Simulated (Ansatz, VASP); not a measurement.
## Mg in VASP and in Ansatz

Contents of INCAR:

```
SYSTEM = Mg
ALGO = Normal
EDIFF = 1E-6
ENCUT = 520
GGA = PE
ISIF = 2
ISMEAR = -1
LASPH = .True.
LCHARG = .False.
LREAL = .False.
LWAVE = .False.
NBANDS = 7
NELM = 100
PREC = Accurate
SIGMA = 0.03
```

Contents of KPOINTS:

```
k-points
0
Gamma
  16 16 16
  0 0 0
```

POSCAR

```
Mg
1.0
    0.0000000000      2.2882721944      2.2882721944
    2.2882721944      0.0000000000      2.2882721944
    2.2882721944      2.2882721944      0.0000000000
Mg
1
Direct
    0.0000000000      0.0000000000      0.0000000000
```

Input for Ansatz:

```yaml
crystal:
  lattice:
    - [0.0, 2.2882721944, 2.2882721944]
    - [2.2882721944, 0.0, 2.2882721944]
    - [2.2882721944, 2.2882721944, 0.0]
  atoms:
    - { symbol: Mg, position: [0.0, 0.0, 0.0] }
kpoints:
  mp_grid: { grid: [16, 16, 16] }
  band_path:
    path:
      - [0.0, 0.0, 0.0]
      - [0.5, 0.0, 0.5]
      - [0.625, 0.25, 0.625]
      - [0.375, 0.375, 0.75]
      - [0.0, 0.0, 0.0]
      - [0.5, 0.5, 0.5]
      - [0.5, 0.25, 0.75]
      - [0.5, 0.0, 0.5]
    npoints: 5
scf:
  occupations: { method: fermi_dirac, width: 0.03 }
hamiltonian:
  xc: pbe
  pseudopotentials: { kind: all_electron, lapw: { basis_error: 0.001 } }
output:
  forces: true
  stress: true
  eigenvalues: true
```

Change from the starting cell: volume scaled by 1.06.

Alike in both runs: task single point; functional PBE; k mesh 16 × 16 × 16; occupations fermi-dirac, width 0.03 eV; no spin polarisation.

|  | VASP | Ansatz |
| --- | --- | --- |
| version | VASP 6.6.1 | Ansatz 0.2.0 |
| potentials or method | VASP PAW PBE potentials, release 64 (Mg) | all-electron LAPW, scalar-relativistic |
| plane-wave cutoff (eV) | 520 | see its input |

VASP gave:

* pressure (GPa): -1.3

Task: What did Ansatz give for the same quantities?

Result: Pressure (GPa): -1.2.

Ansatz ran all-electron here, so the differences hold the error of VASP's frozen core and of both bases.
